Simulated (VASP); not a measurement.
Here is a VASP 6.6.1 calculation.

INCAR

```
ALGO = Normal
EDIFF = 1E-6
EDIFFG = -0.025
ENCUT = 450
GGA = PE
IBRION = 2
ICORELEVEL = 1
ISIF = 2
ISMEAR = 0
ISYM = 0
KPAR = 4
LASPH = True
LCHARG = False
LREAL = Auto
LWAVE = False
NELM = 80
NSW = 70
PREC = Normal
SIGMA = 0.02
```

The input KPOINTS:

```
k-points
0
Monkhorst-Pack
  4 4 4
```

POSCAR

```
Sn8O7
1.0
    3.8672150000      3.8672150000     -5.0343680000
   -3.8672150000      3.8672150000      5.0343680000
    3.8672150000     -3.8672150000      5.0343680000
Sn O
8 7
Direct
    0.2285819400      0.1091976300      0.3458023300
    0.2500000000      0.6154760000      0.8654760000
    0.7500000000      0.6154760000      0.3654760000
    0.7623505900      0.1142567400      0.8800676800
    0.2500000000      0.6345240000      0.3845240000
    0.2567457000      0.1338852900      0.8895529700
    0.7500000000      0.1345240000      0.3845240000
    0.7511925700      0.6385356700      0.8846089400
    0.0000000000      0.5000000000      0.5000000000
    0.5000000000      0.5000000000      0.0000000000
    0.5000000000      0.0000000000      0.5000000000
    0.5000000000      0.2500000000      0.2500000000
    0.5000000000      0.7500000000      0.7500000000
    0.0000000000      0.7500000000      0.2500000000
    0.0000000000      0.2500000000      0.7500000000
```

Potentials or basis: VASP PAW PBE potentials, release 64 (Sn_d, O).

Launch:

```sh
$ cat potpaw_PBE.64/Sn_d/POTCAR potpaw_PBE.64/O/POTCAR > POTCAR
$ mpirun -np 4 vasp_std > vasp.out
```

(1) Estimate the energy gained by relaxing.

Answers

(1) 4.9 meV/atom.
